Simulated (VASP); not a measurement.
Input of a VASP 6.6.1 run:

Contents of INCAR:

```
SYSTEM = Cu3Au
PREC = Accurate ; ENCUT = 520
EDIFF = 1E-7 ; ISMEAR = 0
SIGMA = 0.026000000000000002 ; LREAL = .FALSE.
LASPH = .TRUE. ; NELM = 80
ALGO = Normal ; ISIF = 2
LWAVE = .FALSE. ; LCHARG = .FALSE.
GGA = PE
```

The input KPOINTS:

```
regular mesh
0
G
  7 7 7
  0 0 0
```

File POSCAR:

```
Cu3Au
1.0
    3.7400000000      0.0000000000      0.0000000000
    0.0000000000      3.7400000000      0.0000000000
    0.0000000000      0.0000000000      3.7400000000
Au Cu
1 3
Direct
    0.0000000000      0.0000000000      0.0000000000
    0.5000000000      0.5000000000      0.0000000000
    0.5000000000      0.0000000000      0.5000000000
    0.0000000000      0.5000000000      0.5000000000
```

Potentials or basis: VASP PAW PBE potentials, release 64 (Au, Cu).

Run with:

```console
$ cat potpaw_PBE.64/Au/POTCAR potpaw_PBE.64/Cu/POTCAR > POTCAR
$ mpirun -np 1 vasp_std > vasp.out
```

(1) Predict the band gap on the k mesh.

(2) What does it give for the pressure?

Results:

(1) none (metal or under the smearing width).

(2) 5.2 GPa.
